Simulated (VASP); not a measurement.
Set up this calculation in VASP 6.6.1, as the native input.

| Item | Value |
| --- | --- |
| Task | relaxation of cell and atoms |
| Functional | PBE |
| Potentials or basis | VASP PAW PBE potentials, release 64 (Zr_sv, O) |
| Cutoff | 600 eV |
| k mesh | 8 × 8 × 8 |
| Occupations | gaussian, width 0.02 eV |
| Spin | no spin polarisation |
| Further INCAR settings | ALGO = Normal; EDIFF = 1e-06; IBRION = 2; EDIFFG = -0.02; NSW = 40; ISIF = 3 |

The structure of ZrO2 lies in POSCAR:

```
ZrO2
1.0
    0.0000000000      2.5350000000      2.5350000000
    2.5350000000      0.0000000000      2.5350000000
    2.5350000000      2.5350000000      0.0000000000
Zr O
1 2
Direct
    0.0000000000      0.0000000000      0.0000000000
    0.2500000000      0.2500000000      0.2500000000
    0.7500000000      0.7500000000      0.7500000000
```

Measurements of this composition are mostly on another form, of space group No. 14.

These files were run (other wordings do the same):

INCAR

```
PREC = Accurate
ENCUT = 600
EDIFF = 1E-6
ISMEAR = 0
SIGMA = 0.02
LREAL = False
LASPH = True
NELM = 100
ALGO = Normal
ISIF = 3
LWAVE = False
LCHARG = False
GGA = PE
IBRION = 2
NSW = 40
EDIFFG = -0.02
```

KPOINTS

```
regular mesh
0
Gamma
  8 8 8
```

Potentials or basis: VASP PAW PBE potentials, release 64 (Zr_sv, O).

The run is started by

```console
$ cat potpaw_PBE.64/Zr_sv/POTCAR potpaw_PBE.64/O/POTCAR > POTCAR
$ mpirun -np 1 vasp_std > vasp.out
```

It gave:

* Relaxed volume: 11.17 Å³/atom
* Relaxed cell: a = 3.618 Å, b = 3.618 Å, c = 3.618 Å, α = 60.00°, β = 60.00°, γ = 60.00°
* Space group after relaxing (to 0.05 Å): Fm-3m (No. 225)
* Energy gained by relaxing: 6.3 meV/atom
* Ionic steps: 3
* Pressure after relaxing: -0.1 GPa
* Band gap on the k mesh: 3.31 eV, indirect (least direct gap 3.74 eV)

Wall time 25 s on 1 thread of Intel(R) Xeon(R) 6975P-C (Granite Rapids), on a shared host, peak memory 0.18 GiB.
